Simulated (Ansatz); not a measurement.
**CuAu in Ansatz: the effect of functional**

The system is CuAu.

```
Au Cu
1.0
     1.42355    0.82189    4.19865
    -1.42355    0.82189    4.19865
     0.00000   -1.64378    4.19865
Au Cu
1 1
Direct
  0.00000 0.00000 0.00000
  0.50000 0.50000 0.50000
```

The cell comes from a database or a generator and needn't be the stable form of this composition.

The cell isn't the ideal one: volume scaled by 0.96.

Alike in all runs:

| Item | Value |
| --- | --- |
| Program | Ansatz 0.2.0 |
| Task | single point |
| Potentials or basis | Ansatz PAW |
| k mesh | 11 × 11 × 11 |
| Occupations | fermi-dirac, width 0.05 eV |
| Spin | no spin polarisation |

Problem. One run gave: pressure -7.6 GPa. Which functional did it use?
A. r2SCAN
B. LDA
C. PBEsol

Solution. B.

```csv
functional,cutoff,pressure (GPa)
LDA,420 eV (not typed: the program's choice for these potentials),-7.6
PBEsol,420 eV (not typed: the program's choice for these potentials),-2.6
r2SCAN,500 eV (not typed: the program's choice for these potentials),1.1
```

Caveats: the PAW data sets come from PBE, with cores solved anew for the run's functional, which leaves a small shift of forces and pressure.

Runs at the PBE level aren't shown here.
